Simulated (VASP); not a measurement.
# BaS (Fm-3m) in VASP: single point with HSE06

Aim: the single point of BaS with HSE06.

Program: VASP 6.6.1. These are calculated values, not measurements. Logs are shortened: lines on timing, memory, paths and dates and some standing lists are left out, and cuts for length are marked.

**What was measured.**

From a printed reference work, monograph, original work of 1988, for a bulk crystal of BaS at 2 K: band gap 3.806 eV (indirect).

The runs below are set against these values where they give the same quantity.

## Step 1: The crystal as given

Symmetry: Fm-3m, No. 225, cubic system. The conventional cell has a = 6.363 Å, b = 6.363 Å, c = 6.363 Å, α = 90.00°, β = 90.00°, γ = 90.00°. Ba (site symmetry m-3m) has 6 S at 3.18 Å as nearest neighbours. S (site symmetry m-3m) has 6 Ba at 3.18 Å as nearest neighbours.

The cell is a database's computed one.

## Step 2: Single point, HSE06

POSCAR reads:

```
BaS
1.0
    0.0000000000      3.1813900000      3.1813900000
    3.1813900000      0.0000000000      3.1813900000
    3.1813900000      3.1813900000      0.0000000000
Ba S
1 1
Direct
    0.0000000000      0.0000000000      0.0000000000
    0.5000000000      0.5000000000      0.5000000000
```

INCAR.step1 reads:

```
  PREC = Accurate
  ENCUT = 520
  EDIFF = 1E-5
  ISMEAR = 0
  SIGMA = 0.02
  LREAL = F
  LASPH = T
  NELM = 60
  ALGO = Normal
  ISIF = 2
  LWAVE = T
  NBANDS = 15
  GGA = PE
```

INCAR.step2 reads:

```
  PREC = Accurate
  ENCUT = 520
  EDIFF = 1E-6
  ISMEAR = 0
  SIGMA = 0.02
  LREAL = F
  LASPH = T
  NELM = 60
  ALGO = Normal
  ISIF = 2
  LWAVE = F
  LCHARG = T
  GGA = PE
  LHFCALC = T
  HFSCREEN = 0.2
  PRECFOCK = Fast
  LELF = T
  LVHAR = T
  NBANDS = 15
  ISTART = 1
```

KPOINTS reads:

```
Automatic mesh
0
Gamma
  6 6 6
```

Potentials or basis: VASP PAW PBE potentials, release 64 (Ba_sv, S).

Launch:

```console
> cat potpaw_PBE.64/Ba_sv/POTCAR potpaw_PBE.64/S/POTCAR > POTCAR
> cp INCAR.step1 INCAR
> mpirun -np 1 vasp_std > vasp.out
> cp INCAR.step2 INCAR
> mpirun -np 1 vasp_std > vasp.out
```

OUTCAR:

```text
PREC = Accurate
   ENCUT = 520
   EDIFF = 1E-6
   ISMEAR = 0
   LREAL = F
   LASPH = T
   NELM = 60
   ISIF = 2
   GGA = PE
   LHFCALC = T
   HFSCREEN = 0.2
   PRECFOCK = Fast
   ISTART = 1

 ion  position               nearest neighbor table
   1  0.000  0.000  0.000-   2 3.18   2 3.18   2 3.18   2 3.18   2 3.18   2 3.18
   2  0.500  0.500  0.500-   1 3.18   1 3.18   1 3.18   1 3.18   1 3.18   1 3.18

  LATTYP: Found a face centered cubic cell.
 ALAT       =     6.3627800000

  Lattice vectors:

 A1 = (   0.0000000000,   3.1813900000,   3.1813900000)
 A2 = (   3.1813900000,   0.0000000000,   3.1813900000)
 A3 = (   3.1813900000,   3.1813900000,   0.0000000000)

Analysis of symmetry for initial positions (statically):
=====================================================================
 Subroutine PRICEL returns:
 Original cell was already a primitive cell.

 Routine SETGRP: Setting up the symmetry group for a
 face centered cubic supercell.

 Subroutine GETGRP returns: Found 48 space group operations
 (whereof 48 operations were pure point group operations)
 out of a pool of 48 trial point group operations.

The static configuration has the point symmetry O_h .

Analysis of symmetry for dynamics (positions and initial velocities):
=====================================================================
 Subroutine PRICEL returns:
 Original cell was already a primitive cell.

 Routine SETGRP: Setting up the symmetry group for a
 face centered cubic supercell.

 Subroutine GETGRP returns: Found 48 space group operations
 (whereof 48 operations were pure point group operations)
 out of a pool of 48 trial point group operations.

The dynamic configuration has the point symmetry O_h .

 Subroutine INISYM returns: Found 48 space group operations
 (whereof 48 operations are pure point group operations),
 and found     1 'primitive' translations

----------------------------------------------------------------------------------------

                                     Primitive cell

  volume of cell :      64.3992

  direct lattice vectors                    reciprocal lattice vectors
     0.000000000  3.181390000  3.181390000    -0.157164007  0.157164007  0.157164007
     3.181390000  0.000000000  3.181390000     0.157164007 -0.157164007  0.157164007
     3.181390000  3.181390000  0.000000000     0.157164007  0.157164007 -0.157164007

  length of vectors
     4.499164885  4.499164885  4.499164885     0.272216045  0.272216045  0.272216045

  position of ions in fractional coordinates (direct lattice)
     0.000000000  0.000000000  0.000000000
     0.500000000  0.500000000  0.500000000

  ion indices of the primitive-cell ions
   primitive index   ion index
                 1           1
                 2           2

----------------------------------------------------------------------------------------

 KPOINTS: Automatic mesh

Automatic generation of k-mesh.
 Grid dimensions read from file:
 generate k-points for:    6    6    6

 Generating k-lattice:

  Cartesian coordinates                     Fractional coordinates (reciprocal lattice)
    -0.026194001  0.026194001  0.026194001     0.166666667  0.000000000  0.000000000
     0.026194001 -0.026194001  0.026194001     0.000000000  0.166666667  0.000000000
     0.026194001  0.026194001 -0.026194001     0.000000000  0.000000000  0.166666667

  Length of vectors
     0.045369341  0.045369341  0.045369341

  Shift w.r.t. Gamma in fractional coordinates (k-lattice)
     0.000000000  0.000000000  0.000000000

 Subroutine IBZKPT returns following result:
 ===========================================

 Found     16 irreducible k-points:

 Following reciprocal coordinates:
            Coordinates               Weight
  0.000000  0.000000  0.000000      1.000000
  0.166667  0.000000  0.000000      8.000000
  0.333333  0.000000  0.000000      8.000000
  0.500000  0.000000  0.000000      4.000000
  0.166667  0.166667  0.000000      6.000000
  0.333333  0.166667  0.000000     24.000000
[... 8 lines left out ...]
 -0.333333  0.333333  0.166667     24.000000
 -0.333333  0.500000  0.166667     12.000000
   k-points           NKPTS =     16   k-points in BZ     NKDIM =    216   number of bands    NBANDS=     15
   number of dos      NEDOS =    301   number of ions     NIONS =      2
   total plane-waves  NPLWV =  46656
   dimension x,y,z NGX =    36 NGY =   36 NGZ =   36
   dimension x,y,z NGXF=    72 NGYF=   72 NGZF=   72
   ions per type =               1   1
   NGX,Y,Z   is equivalent  to a cutoff of  13.30, 13.30, 13.30 a.u.
   NGXF,Y,Z  is equivalent  to a cutoff of  26.60, 26.60, 26.60 a.u.
 SYSTEM =  unknown system
   PREC   = accura    normal or accurate (medium, high low for compatibility)
   ISTART =      1    job   : 0-new  1-cont  2-samecut
   ICHARG =      0    charge: 1-file 2-atom 10-const
   ISPIN  =      1    spin polarized calculation?
   LNONCOLLINEAR =      F non collinear calculations
   LSORBIT =      F    spin-orbit coupling
   LASPH  =      T    aspherical Exc in radial PAW
   ENCUT  =  520.0 eV  38.22 Ry    6.18 a.u.   8.37  8.37  8.37*2*pi/ulx,y,z
   NELM   =     60;   NELMIN=  2; NELMDL=  0     # of ELM steps
   EDIFF  = 0.1E-05   stopping-criterion for ELM
   LREAL  =      F    real-space projection
   EDIFFG = 0.1E-04   stopping-criterion for IOM
   NSW    =      0    number of steps for IOM
   IBRION =     -1    ionic relax: 0-MD 1-quasi-New 2-CG
   NFREE  =      0    steps in history (QN), initial steepest desc. (CG)
   ISIF   =      2    stress and relaxation
   ISYM   =      3    0-nonsym 1-usesym 2-fastsym
   POTIM  = 0.5000    time-step for ionic-motion
   TEBEG  =    0.0;   TEEND  =   0.0 temperature during run
   PSTRESS=    0.0 pullay stress
   NELECT =      16.0000    total number of electrons
   NUPDOWN=      -1.0000    fix difference up-down
   EMIN   =  10.00;   EMAX   =-10.00  energy-range for DOS
   EFERMI =   0.00;   METHOD = LEGACY
   ISMEAR =     0;   SIGMA  =   0.02  broadening in eV -4-tet -1-fermi 0-gaus
   EFERMI_NEDOS =   21; number of points for ismear=-14 and -15
   IALGO  =     38    algorithm
   IMIX   =      1    mixing-type and parameters
     AMIX     =   0.40;   BMIX     =  1.00
     AMIX_MAG =   1.60;   BMIX_MAG =  1.00
  volume/ion in A,a.u.               =      32.20       217.29
  Fermi-wavevector in a.u.,A,eV,Ry     =   1.029172  1.944853 14.411220  1.059195
  Thomas-Fermi vector in A             =   2.163206
   LORBIT       =      0    0 simple, 1 ext, 2 COOP (PROOUT), +10 PAW based schemes
   GGA     = PE    functional components
   LHFCALC =     T    Hartree Fock is set to
   PRECFOCK=fast      Normal, Fast or Accurate (Low or Medium for compatibility)
   ENCUT4O =  -1.0   cutoff for four orbital integrals eV
   NKREDX  =     1    reduce k-point grid by
   NKREDY  =     1    reduce k-point grid by
   NKREDZ  =     1    reduce k-point grid by
   AEXX    =    0.2500 exact exchange contribution
   HFSCREEN=    0.2000 screening length (either q_TF or 0.3 A-1)
   HFSCREENC=   0.2000 screening length for correlation (either q_TF or 0.3 A-1)
   ENCUTFOCK=  -1.0 apply spherical cutoff to Coloumb kernel
   IVDW    =     0    specifies the selected vdW correction
   LEPSILON=     F    determine dielectric tensor
   LRPA    =     F    only Hartree local field effects (RPA)
 non-spin polarized calculation
 Gauss-broadening in eV      SIGMA  =   0.02
  energy-cutoff  :      520.00
  volume of cell :       64.40
 maximum number of plane-waves:      1759
 NGX is ok and might be reduce to    36
  NGX = 20; NGY = 20; NGZ = 20

 number of electron      16.0000001 magnetization

 Free energy of the ion-electron system (eV)
  ---------------------------------------------------
  ext. energy  EPLUGINS =         0.00000000
  ---------------------------------------------------
  free energy    TOTEN  =       -11.55838207 eV

  energy without entropy =      -11.55838207  energy(sigma->0) =      -11.55838207

 E-fermi :   1.0183     XC(G=0):  -7.2301

 val. band max:        0.8430487004   @ k =   0.0000   0.0000   0.0000
 cond. band min:       3.8620347680   @ k =   0.5000   0.5000   0.0000
 fundamental gap:      3.0189860676
 Fermi energy:         1.0182976539

 k-point     1 :       0.0000    0.0000    0.0000
  band No.  band energies     occupation
      1     -26.9338      2.00000
      2     -10.9287      2.00000
      3     -10.9287      2.00000
      4     -10.9287      2.00000
      5     -10.6180      2.00000
      6       0.8430      2.00000
      7       0.8430      2.00000
      8       0.8430      2.00000
      9       5.5077      0.00000
     10       5.7841      0.00000
     11       5.7841      0.00000
     12       5.7841      0.00000
     13       6.7465      0.00000
     14       6.7465      0.00000
     15      10.6474      0.00000

 k-point     2 :       0.1667    0.0000    0.0000
  band No.  band energies     occupation
      1     -26.9205      2.00000
      2     -11.6060      2.00000
      3     -10.9372      2.00000
      4     -10.9372      2.00000
      5      -9.9087      2.00000
      6       0.1636      2.00000
      7       0.4794      2.00000
      8       0.4794      2.00000
      9       5.8082      0.00000
     10       6.2241      0.00000
     11       6.2241      0.00000
     12       6.5179      0.00000
     13       7.5805      0.00000
     14       7.5805      0.00000
     15      11.7817      0.00000
[... 221 lines left out ...]
      3     -11.2344      2.00000
      4     -11.1279      2.00000
      5      -9.5493      2.00000
      6      -0.5543      2.00000
      7       0.0851      2.00000
      8       0.1577      2.00000
      9       6.3822      0.00000
     10       6.5055      0.00000
     11       8.7810      0.00000
     12       9.1965      0.00000
     13       9.5154      0.00000
     14      11.5346      0.00000
     15      11.8434      0.00000

 k-point    16 :      -0.3333    0.5000    0.1667
  band No.  band energies     occupation
      1     -26.8640      2.00000
      2     -11.6028      2.00000
      3     -11.4032      2.00000
      4     -11.2345      2.00000
      5      -9.8806      2.00000
      6      -0.1365      2.00000
      7       0.2658      2.00000
      8       0.4398      2.00000
      9       5.0258      0.00000
     10       7.5587      0.00000
     11       8.3033      0.00000
     12       9.1100      0.00000
     13       9.7750      0.00000
     14      10.5220      0.00000
     15      12.0543      0.00000

------------------------ aborting loop because EDIFF is reached ----------------------------------------

  FORCE on cell =-STRESS in cart. coord.  units (eV):
  Direction    XX          YY          ZZ          XY          YZ          ZX
  --------------------------------------------------------------------------------------
  -------------------------------------------------------------------------------------
  Total        0.6245632      0.6245632      0.6245632      0.0000000      0.0000000      0.0000000
  in kB       15.5383983     15.5383983     15.5383983      0.0000000      0.0000000      0.0000000
  external PRESSURE =      15.5383983 kB  Pullay stress =       0.0000000 kB

 VOLUME and BASIS-vectors are now :
 -----------------------------------------------------------------------------
  energy-cutoff  :      520.00
  volume of cell :       64.40
      direct lattice vectors                 reciprocal lattice vectors
     0.000000000  3.181390000  3.181390000    -0.157164007  0.157164007  0.157164007
     3.181390000  0.000000000  3.181390000     0.157164007 -0.157164007  0.157164007
     3.181390000  3.181390000  0.000000000     0.157164007  0.157164007 -0.157164007

 POSITION                                       TOTAL-FORCE (eV/Angst)
 -----------------------------------------------------------------------------------
      0.00000      0.00000      0.00000         0.000000      0.000000      0.000000
      3.18139      3.18139      3.18139        -0.000000     -0.000000     -0.000000
 -----------------------------------------------------------------------------------
    total drift:                                0.000000      0.000000      0.000000

  FREE ENERGIE OF THE ION-ELECTRON SYSTEM (eV)
  ---------------------------------------------------
  free  energy   TOTEN  =       -11.5583820702 eV

  energy  without entropy=      -11.5583820702  energy(sigma->0) =      -11.55838207
```

It took 34 min on 1 thread of AMD EPYC 7R43 (Zen 3), shared host; peak memory 0.29 GiB.

Results:

```yaml
Free_energy: -11.5584 eV
Pressure: 1.6 GPa
Band_gap_on_the_k_mesh: 3.02 eV, indirect (least direct gap 3.17 eV)
```

Caveat: the PAW data sets were made with another functional, which shifts forces and pressure a little; spin-orbit coupling is left out, which moves the levels of the heavy elements.

## Step 3: Against experiment

Step 2. Measured gap of BaS: 3.806 eV (indirect; 2 K; a printed reference work, monograph, original work of 1988). This calculation gives 3.02 eV (-0.79 eV). Spin-orbit coupling on Ba is left out. The value is that of HSE06 on a finite k mesh, which can miss the band edges, without temperature or zero-point motion. The cell is a database's relaxed one, not the measured one, which moves gaps too.
